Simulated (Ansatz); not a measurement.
Consider the following.

```
CELL_PARAMETERS angstrom
      4.27843     0.00000     0.00000
      2.13922     3.70523     0.00000
      0.00000     0.00000    42.96857
ATOMIC_POSITIONS crystal
  Te 0.66667 0.16667 0.17431
  Sb 0.00000 0.50000 0.21359
  Te 0.33333 0.83333 0.25978
  Sb 0.66667 0.16667 0.30585
  Te 0.00000 0.50000 0.34552
  Te 0.33333 0.83333 0.41434
  Sb 0.66667 0.16667 0.45392
  Te 0.00000 0.50000 0.50000
  Sb 0.33333 0.83333 0.54608
  Te 0.66667 0.16667 0.58566
  Te 0.00000 0.50000 0.65448
  Sb 0.33333 0.83333 0.69415
  Te 0.66667 0.16667 0.74022
  Sb 0.00000 0.50000 0.78641
  Te 0.33333 0.83333 0.82569
```

No spin polarisation.

Computed with plane-wave PAW DFT at the r2SCAN+rVV10 level (Ansatz, an electronic-structure program, 500 eV), no spin-orbit coupling. Γ-centred 9×9×1 mesh, Fermi–Dirac width 0.05 eV. The cell is a slab with vacuum along z.

Task: Predict the band gap and valence-band top at Γ.

Result: The band gap is 0.46 eV and the valence-band top at Γ (three highest levels, from the VBM) is 0.00, -0.27, -0.85 eV.

With Sb and Te present, leaving out spin-orbit coupling can change the band edges. No phonon test of stability was made. The cell was made from Sb2Te3 in the Bi2Te3 type structure (space group R-3m, No. 166) by this change: a free-standing slab of 3 layers (15 atoms, 5 a layer) is cut normal to the stacking axis, with 15 Å of vacuum and the in-plane cell relaxed.
